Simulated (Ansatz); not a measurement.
# A Cl vacancy in rocksalt NaCl, 63 atoms, charge −1

All numbers come from Ansatz (PAW, plane waves, no spin–orbit coupling) at the single k point (¼, ¼, ¼) without its symmetry partners. The atoms were relaxed with PBEsol in a fixed cell; other functionals are single points on those atoms unless said otherwise. The valence top and gap of the host come from its small cell on a dense mesh, with the band extrema sought between the mesh points, lined up by the mean potential, PBEsol gap 5.01 eV, HSE06 gap 6.57 eV. The charge correction uses an assumed dielectric constant of 5.9.

Cell: a = 11.200 Å, b = 11.200 Å, c = 11.200 Å, α = 90.00°, β = 90.00°, γ = 90.00°.

Nearest atoms after relaxation, from the placed atom (for vacancies from the middle of the vacant sites): Na at 2.61 Å, Na at 2.61 Å, Na at 2.62 Å, Na at 2.62 Å, Na at 2.62 Å, Na at 2.62 Å.

Chemical potentials μ are those of reference phases of the elements at zero temperature by the same functional (the usual solids, diamond for C, grey Sn, and the molecules H2, N2, O2, F2, Cl2, Br2 and S8).

| functional | E(defect) − E(host) − Σ nμ + q·E_VBM (eV) | monopole (eV) | alignment (eV) | formation energy at E_F = VBM (eV) | moment (μB) | wall time, shared host |
| --- | --- | --- | --- | --- | --- | --- |
| PBEsol | 9.04 | 0.31 | 0.09 | 9.44 | 0 (no spin) | 4 s on NVIDIA GB300 (relaxation) |
| HSE06 | 10.37 | 0.31 | 0.11 | 10.79 | 0 (no spin) | 24 s on NVIDIA GB300 |

(1) How does the monopole term follow by hand for this cubic cell?

HSE06 one-electron levels near the gap (the ten most localised at most), from the host's valence top, not corrected for the charge's images:

| level (eV) | spin | filling | atoms sharing it | element of the atom with most weight |
| --- | --- | --- | --- | --- |
| 5.38 | both | 2.00 | 9.5 | Na |

All elements are taken at their own reference at once; growth conditions in equilibrium with the host shift these energies, by up to the host's formation enthalpy.

One k point and a cell of this size can leave errors of several tenths of an eV in such numbers.

## Answers

(1) q²·α·e²/(4πε₀)/(2εL) with the Madelung constant α = 2.837 and e²/4πε₀ = 14.40 eV·Å: 1 × 2.837 × 14.40 / (2 × 5.9 × 11.200) = 0.31 eV.
